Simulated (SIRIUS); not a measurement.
CuO:

```
Cu O
1.0
     2.55255    0.00000    0.00000
     0.00000    2.55255    0.00000
     0.00000    0.00000    2.55255
Cu O
1 1
Direct
  0.00000 0.00000 0.00000
  0.50000 0.50000 0.50000
```

Measurements of this composition are mostly on another form, of space group No. 15.

| Property | Result |
| --- | --- |
| Program | SIRIUS 7.12.0 |
| Task | relaxation of cell and atoms |
| Functional | PBE |
| Dispersion | D4 |
| Potentials or basis | PseudoDojo 0.4.1 PBE standard (scalar relativistic) |
| Cutoff | 1254 eV |
| Density cutoff | 5016 eV |
| k mesh | 5 × 5 × 5 |
| Occupations | fermi-dirac, width 0.05 eV |
| Spin | no spin polarisation |

At the start: pressure 15.4 GPa; volume 8.32 Å³/atom.

Q: Where does the relaxation end?

A: Over 4 steps the energy falls by 27.7 meV/atom and the volume is 8.92 Å³/atom (+7.3 %); space group Pm-3m (No. 221, to 0.05 Å).

Step by step:
```tsv
step	energy change (eV)	largest force (eV/Å)	pressure (GPa)	volume (Å³)
1	0.0000	0.0000	15.43	16.63
2	-0.0240	0.0000	11.24	16.92
3	-0.0551	0.0000	0.88	17.77
4	-0.0553	0.0000	0.06	17.85
```

Final structure:
```cif
data_structure
_symmetry_space_group_name_H-M 'P 1'
_symmetry_Int_Tables_number 1
_cell_length_a 2.6134
_cell_length_b 2.6134
_cell_length_c 2.6134
_cell_angle_alpha 90.000
_cell_angle_beta 90.000
_cell_angle_gamma 90.000
_cell_volume 17.85
loop_
_atom_site_label
_atom_site_type_symbol
_atom_site_fract_x
_atom_site_fract_y
_atom_site_fract_z
_atom_site_occupancy
Cu1 Cu 0.00000 0.00000 0.00000 1
O1 O 0.50000 0.50000 0.50000 1
```

Caveat: the k mesh is coarse (spacing up to 0.49 Å⁻¹), so the values aren't converged; an odd number of electrons without spin polarisation forces a metal; a magnetic or distorted state may lie lower; the run has no spin polarisation, though such a crystal can be magnetic; pairwise dispersion overbinds metals, which lowers pressure and volume.
